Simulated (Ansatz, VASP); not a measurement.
ZnS in VASP and in Ansatz

```
Zn S
1.0
     3.83624    0.00000    0.00000
    -1.91812    3.32228    0.00000
     0.00000    0.00000    6.27529
Zn S
2 2
Direct
  0.33333 0.66667 0.00000
  0.66667 0.33333 0.50000
  0.33333 0.66667 0.38500
  0.66667 0.33333 0.88500
```

Change from the starting cell: volume scaled by 1.02, crystal datasets.

Alike in both runs: task electric field gradients; functional PBE; k mesh 8 × 8 × 5; occupations fermi-dirac, width 0.03 eV; no spin polarisation.

```csv
,VASP,Ansatz
version,VASP 6.6.1,Ansatz 0.2.0
potentials or method,"VASP PAW PBE potentials, release 64 (Zn, S), cutoff 520 eV","all-electron PAW with datasets made for the crystal, scalar-relativistic"
```

```tsv
	VASP	Ansatz	Ansatz less VASP
gap on the k mesh at the Fermi level (eV)	2.16	2.16	-0.002
pressure (GPa)	1.0	0.8	-0.14
largest component of the traceless stress (GPa)	1.18	1.16	-0.021
rms of the force components (eV/Å)	0.173	0.171	-0.0019
Vzz of the field gradient on the site that differs most (V/Å²)	18.8	18.0	-0.88
```

Atom by atom the forces differ by 0.002 eV/Å (rms over components). Ansatz ran all-electron here, so the differences hold the error of VASP's frozen core and of both bases.
